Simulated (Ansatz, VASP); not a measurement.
Cu in VASP and in Ansatz

```
Cu
1.0
     2.52113    0.00000    0.00000
    -1.26056    2.18336    0.00000
     0.00000    0.00000   18.50416
Cu
9
Direct
  0.00000 0.00000 0.00000
  0.33333 0.66667 0.11093
  0.00000 0.00000 0.22241
  0.33333 0.66667 0.33333
  0.66667 0.33333 0.44426
  0.33333 0.66667 0.55574
  0.66667 0.33333 0.66667
  0.00000 0.00000 0.77759
  0.66667 0.33333 0.88907
```

Alike in both runs: functional PBEsol; k mesh 18 × 18 × 3; occupations gaussian, width 0.1 eV; no spin polarisation.

Ansatz relaxed the structure, and its values are those at the end. VASP's run is a single point on that final structure, the one shown.

```csv
,VASP,Ansatz
version,VASP 6.6.1,Ansatz 0.2.0
potentials or method,"VASP PAW PBE potentials, release 64 (Cu)","scalar-relativistic, plane waves, PAW"
plane-wave cutoff (eV),520,420
valence electrons in the cell,99,171
```

|  | VASP | Ansatz | Ansatz less VASP |
| --- | --- | --- | --- |
| gap on the k mesh at the Fermi level (eV) | none | none | - |
| pressure (GPa) | 1.0 | 0.0 | -0.99 |

A gap of «none» marks a metal or a gap that the smearing closes. The two sets of potentials don't hold the same shells in valence.

Caveats: the PAW data sets were made with another functional, which shifts forces and pressure a little (VASP).
